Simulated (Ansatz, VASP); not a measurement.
# Cross-check of TiO2 between VASP and Ansatz

Wanted: the spread between two codes on one cell, functional and k mesh. Of the first pair: The cell is taken from a series of runs on this material, whose earlier steps may have relaxed, scaled, displaced or heated it; both programs get it as it stands.

Program: Ansatz 0.2.0. Level of theory: plane waves, with VASP 6.6.1 beside it; relaxation of cell and atoms at PBEsol and single point at PBEsol. Results are calculated unless marked as measured.

## Step 1: The starting structure

It takes space group I4_1/amd (No. 141, tetragonal). Conventional cell: a = 3.770 Å, b = 3.770 Å, c = 9.558 Å, α = 90.00°, β = 90.00°, γ = 90.00°. Ti has 6 O at 1.93 to 1.98 Å nearest. O has 3 Ti at 1.93 to 1.98 Å nearest. Farther neighbours and most contacts between anions are not listed.

## Step 2: Ansatz: relaxation of cell and atoms, PBEsol

Ansatz runs on its PAW soft_1 files.

The relaxed volume is the usual yardstick between codes: in a stiff, nearly cubic crystal its relative difference is about their pressure difference at one cell divided by the bulk modulus.

Input file input.yaml:

```yaml
crystal:
  lattice:
    - [-1.8847810924, 1.8847810924, 4.7788465322]
    - [1.8847810924, -1.8847810924, 4.7788465322]
    - [1.8847810924, 1.8847810924, -4.7788465322]
  atoms:
    - { symbol: Ti, position: [0.0, 0.0, 0.0] }
    - { symbol: Ti, position: [0.75, 0.25, 0.5] }
    - { symbol: O, position: [0.2074495644, 0.2074495644, 0.0] }
    - { symbol: O, position: [0.9574495644, 0.4574495644, 0.5] }
    - { symbol: O, position: [0.5425504356, 0.0425504356, 0.5] }
    - { symbol: O, position: [0.7925504356, 0.7925504356, 0.0] }
kpoints:
  mp_grid: { grid: [10, 10, 10] }
scf:
  occupations: { method: fermi_dirac, width: 0.02 }
hamiltonian:
  xc: pbesol
  pseudopotentials: { kind: paw, azcp: { folder: soft_1 }, xc_functional: pbe }
basis:
  ecutwfc: 600
output:
  forces: true
  stress: true
  write_density: true
  write_potential: true
  elf: true
  volumetric_format: npy
relax:
  f_tol: 0.005
  max_steps: 70
  cell: { stress_tol: 0.02, p_target: 0 }
```

On the command line:

```sh
$ ansatz run input.yaml --threads 4 --pin off --max-ram 10240MiB --backend cpu --events-out ev --progress --plain --runs-dir out
```

Numbers of over 12 decimals in the logs are rounded to 6 here.

Output:

```text
Engine: ansatz 0.2.0, aarch64-unknown-linux-gnu
Pseudopotentials: kind: paw
Pseudopotential: Ti, paw, valence charge 12, recommended cutoff 420 eV (normal), soft_1/Ti.paw.azcp
Pseudopotential: O, paw, valence charge 6, recommended cutoff 420 eV (normal), soft_1/O.paw.azcp
Functional definition: PBEsol
  exchange = pbesol_x
  correlation = pbesol_c
Crystal: 6 atoms, lattice volume = 67.905 Å³
Basis set: ecut = 600 eV, 2283 PW (Γ), exchange–correlation on 90×90×90 points (8 copies of the dense FFT grid, shifted against one another)
Bands: 30, of which v1, the nominal top of the filled ones, is band 24 counted from 1 (23 counted from 0)
Symmetry: 16 space group operations
Space group: I41/amd (ITA 141), of the structure as read, at distance tolerance 4.1e-5 Å
k-points: 102 of 1000
Non-local potential: Ti, projectors of the file, l = 0: 3, l = 1: 2, l = 2: 3, l = 3: 1
Non-local potential: O, projectors of the file, l = 0: 2, l = 1: 2, l = 2: 1
PAW form: soft (Blöchl's): semilocal exchange-correlation on the pseudo side does not see the compensation charge
PAW frozen core: Ti, regenerated for the run's functional, and the local potential with it (the file was generated under x = pbe(κ = 0.804, μ = 0.219515), c = pbe(β = 0.066725))
PAW frozen core: O, regenerated for the run's functional, and the local potential with it (the file was generated under x = pbe(κ = 0.804, μ = 0.219515), c = pbe(β = 0.066725))
PAW one-centre angular grid: Ti, 590 points (default); XC on 64 Gauss nodes
PAW one-centre angular grid: O, 110 points (default); XC on 64 Gauss nodes
Initial density: superposition of atomic densities (chi_scale 0.1, normalization cell, long waves kept (reshape's long-wave potential 0.00 eV rms))
Initial wavefunctions: pseudopotential atomic-orbital guess
Functional: x = pbesol(κ = 0.804, μ = 0.123457), c = pbesol(β = 0.046)
SCF iter   1: F=—  HF=-7200.110280 eV  |F-HF|=—  |Δ(HF+E_count)|=         —  Δρ=5.45e-2  dr2=2.17e0  ethr=3.10e-3  ⟨swp⟩=5.7  Hψ=11168  notcnv=0
preconditioner: auto → none  [insulator: Δε(μ)=2.216 eV  Ē_g=9.796 eV  σ=0.020 eV  W_gap=1.00  n_scr=14 (ndim 8)  ℏωp=25.5 eV  f_vac=0.000  D(μ)=0.00/eV (n_scr^D=0)  ε∞_Penn≈7.8]
SCF iter   2: F=—  HF=-7199.715842 eV  |F-HF|=—  |Δ(HF+E_count)|=   3.94e-1  Δρ=2.48e-2  dr2=2.20e-1  ethr=3.10e-3  ⟨swp⟩=2.0  Hψ=5755  notcnv=0  defer=170
SCF iter   3: F=—  HF=-7199.763179 eV  |F-HF|=—  |Δ(HF+E_count)|=   4.73e-2  Δρ=6.91e-3  dr2=2.72e-2  ethr=4.58e-4  ⟨swp⟩=3.0  Hψ=4963  notcnv=0  defer=170
SCF iter   4: F=—  HF=-7199.770826 eV  |F-HF|=—  |Δ(HF+E_count)|=   7.65e-3  Δρ=8.08e-4  dr2=2.23e-4  ethr=5.67e-5  ⟨swp⟩=2.0  Hψ=4852  notcnv=0  defer=170
SCF iter   5: F=—  HF=-7199.770948 eV  |F-HF|=—  |Δ(HF+E_count)|=   1.22e-4  Δρ=1.37e-4  dr2=5.71e-6  ethr=4.64e-7  ⟨swp⟩=2.7  Hψ=5703  notcnv=0  defer=170
SCF iter   6: F=—  HF=-7199.771025 eV  |F-HF|=—  |Δ(HF+E_count)|=   7.71e-5  Δρ=2.12e-5  dr2=1.30e-7  ethr=1.19e-8  ⟨swp⟩=2.1  Hψ=4555  notcnv=0  defer=170
SCF iter   7: F=-7199.771025 eV  HF=-7199.771025 eV  |F-HF|=1.42e-9  |Δ(HF+E_count)|=   1.15e-7  Δρ=1.56e-6  dr2=9.46e-10  ethr=2.08e-10  ⟨swp⟩=8.0  Hψ=17602  notcnv=0
SCF 1 converged in 7 iterations: F = -7199.771025 eV  dr2 = 9.46e-10
  greatest PAW one-centre occupation: 0.998 electrons in one spin orbital (limit 2), on the Ti atom at site 1 (counted from 0), in its partial waves of l = 0
relax step   1: F+E_penalty+E_count = -7199.77102536 eV  Δ(F+E_penalty+E_count) = +0.000e0 eV  max|allowed force component| = 1.891e-4 eV/Å  Δτ_max = 0.0000 Å  P = -0.010 GPa  Ω = 67.905 Å³  (7 SCF iters, dr2 threshold 1.00e-7 eV, accepted)
Initial density: handed on by an earlier stage of this run
Initial wavefunctions: pseudopotential atomic-orbital guess (no wavefunctions were taken with the density)
iter 1 solved again at ethr=6.08e-8 eV; its pass at ethr=3.10e-3 eV (dr2=2.92e-5 eV) is discarded
SCF iter   1: F=—  HF=-7199.770958 eV  |F-HF|=—  |Δ(HF+E_count)|=         —  Δρ=1.82e-6  dr2=1.13e-9  ethr=6.08e-8  ⟨swp⟩=4.0  Hψ=20619  notcnv=0
eigensolver tolerance schedule: the retry pair's looser diagonalisation over-reported the residual by 25827.92 of it (diagonalisation noise at 1.03 of the residual, at the tolerance the schedule requests for it); recorded, not acted on — ethr = c·dr2/N_el stays at c = 1.0e-1
preconditioner: auto → none  [insulator: Δε(μ)=2.126 eV  Ē_g=9.670 eV  σ=0.020 eV  W_gap=1.00  n_scr=14 (ndim 8)  ℏωp=25.5 eV  f_vac=0.096  D(μ)=0.00/eV (n_scr^D=0)  ε∞_Penn≈7.9]
SCF iter   2: F=—  HF=-7199.771025 eV  |F-HF|=—  |Δ(HF+E_count)|=   6.78e-5  Δρ=1.50e-6  dr2=1.40e-9  ethr=2.35e-12  ⟨swp⟩=3.1  Hψ=7368  notcnv=0
SCF iter   3: F=—  HF=-7199.771025 eV  |F-HF|=—  |Δ(HF+E_count)|=  1.02e-10  Δρ=8.80e-7  dr2=4.76e-10  ethr=2.35e-12  ⟨swp⟩=2.0  Hψ=4692  notcnv=0
SCF iter   4: F=—  HF=-7199.771025 eV  |F-HF|=—  |Δ(HF+E_count)|=  1.65e-10  Δρ=4.45e-7  dr2=7.29e-11  ethr=1.00e-12  ⟨swp⟩=2.0  Hψ=3919  notcnv=0
SCF iter   5: F=—  HF=-7199.771025 eV  |F-HF|=—  |Δ(HF+E_count)|=  5.55e-11  Δρ=1.98e-7  dr2=1.59e-11  ethr=1.00e-12  ⟨swp⟩=1.0  Hψ=3060  notcnv=0
SCF iter   6: F=-7199.771025 eV  HF=-7199.771025 eV  |F-HF|=9.09e-13  |Δ(HF+E_count)|=  4.55e-12  Δρ=2.85e-8  dr2=3.82e-13  ethr=1.00e-12  ⟨swp⟩=5.0  Hψ=12151  notcnv=0
SCF 2 converged in 6 iterations: F = -7199.771025 eV  dr2 = 3.82e-13
relax step   2: F+E_penalty+E_count = -7199.77102536 eV  Δ(F+E_penalty+E_count) = -3.856e-10 eV  max|allowed force component| = 2.003e-4 eV/Å  Δτ_max = 0.0000 Å  P = -0.010 GPa  Ω = 67.905 Å³  stress off target by 1.87e-2 GPa  SCF on the basis re-selected at this cell (its energy is not comparable with the rows above)  (6 SCF iters)
basis re-selected at this cell: Δ(F+E_penalty+E_count) = -3.856e-10 eV, ΔP = -0.000 GPa vs the last step (what re-selecting the basis moved, of the pressure what is left beyond the Pulay correction that the steps carried, after the strain that the cell walked since its last selection, with what the two solves' SCF thresholds leave and, on support functions, any second-order correction that the steps lacked; it is no  [...]
SCF converged after 6 iterations
Free energy (F): -7199.771025 eV
Harris-Foulkes:  -7199.771025 eV  (|F-HF|=9.09e-13)
Internal energy: -7199.771025 eV  (E = F + TS)
E sigma→0 (E₀):  -7199.771025 eV
Fermi energy:    8.248631 eV
--- Per-component energies (eV) ---
  E_band       = -459.260450
  E_kinetic    = 1230.163112
  E_local      = -3671.281994  (includes V_loc(G=0)·N_el)
  E_nonlocal   = 327.633959
  E_hartree    = 1410.627825
  E_xc         = -514.492682
  E_vxc        = -654.448384  (∫ρ·V_xc dr)
  E_paw        = -2657.513458  (= ΣΔE_a)
  E_vpaw       = -512.583558  (= ΣTr[D̂ρ^β])
  E_aug_tail   = 0.000752  (compensation charges beyond the density's cutoff)
  E_ewald      = -3325.328460
  E_core_change = 0.419921  (= ΣΔE_core)
  E_smearing   = -0.000000  (= −TS)
  E_closure    = 0.000000  (closes the sum)
  Σ components = -7199.771025   (vs F -7199.771025, Δ=0.00e0)
--- Forces (eV/Å), atoms counted from 1 ---
  atom   1  Ti     0.00000000     0.00000000    -0.00000000
  atom   2  Ti     0.00000000     0.00000000     0.00000000
  atom   3  O      0.00000000    -0.00000000     0.00020035
  atom   4  O     -0.00000000     0.00000000     0.00020035
  atom   5  O     -0.00000000    -0.00000000    -0.00020035
  atom   6  O      0.00000000     0.00000000    -0.00020035
  max |Σ_I F_I| component: 3.47e-18 eV/Å
--- Stress (GPa, compression-positive) ---
       -0.005479      -0.000000       0.000000
       -0.000000      -0.005479      -0.000000
        0.000000      -0.000000      -0.018668
  P = ⅓ Tr σ = -0.0099 GPa (-0.099 kbar)
--- Band table (eV; the first three rows and the last of 102) ---
  k-point 0: bands = [... 20 lower, 6.4094, 6.4094, 6.7130, 6.7130, 9.2952, 10.0430, 11.2466, 11.2466, ... 2 higher]
  k-point 1: bands = [... 20 lower, 6.2007, 6.2217, 6.4331, 6.8441, 9.7367, 10.1064, 10.8212, 11.0522, ... 2 higher]
  k-point 2: bands = [... 20 lower, 5.5969, 6.0218, 6.5763, 6.9462, 10.1461, 10.3773, 10.5385, 10.8595, ... 2 higher]
  k-point 101: bands = [... 20 lower, 5.9151, 5.9151, 7.0737, 7.0737, 9.6557, 9.6557, 10.9997, 10.9997, ... 2 higher]
--- Relaxed structure (1 steps of the walk, 1 accepted, 1 SCFs on fresh bases) ---
  F+E_penalty+E_count = -7199.77102536 eV   max|allowed force component| = 2.003e-4 eV/Å   (the final SCF, on the basis selected at the relaxed cell)
  cell:  # Å, volume = 67.9055 Å³
    - [-1.8847810924, 1.8847810924, 4.7788465322]
    - [1.8847810924, -1.8847810924, 4.7788465322]
    - [1.8847810924, 1.8847810924, -4.7788465322]
  atoms:
    - { symbol: Ti, position: [0.0, 0.0, 0.0] }
    - { symbol: Ti, position: [0.75, 0.250000, 0.5] }
    - { symbol: O, position: [0.207450, 0.207450, 0.0] }
    - { symbol: O, position: [0.957450, 0.457450, 0.5] }
    - { symbol: O, position: [0.5425504356, 0.042550, 0.5] }
    - { symbol: O, position: [0.792550, 0.792550, 0.0] }
```

The column dr2 measures how far the density is from self-consistency, as an energy; F and HF (Harris–Foulkes) agree once it is small.

(Part 1 of 3 ends here.)

[Lines on the potential files, build, host, timing and source positions are cut from VASP's logs without a mark.]

[Logs are printed without paths, hosts, clocks, repeated set-up lines and the standing remarks that a program may print on its own settings, such as how far it seeks lower states.]

[Hosts, paths, dates, database ids (printed as entryN), source tags and the programs' standing remarks are cut or masked in the printed files.]
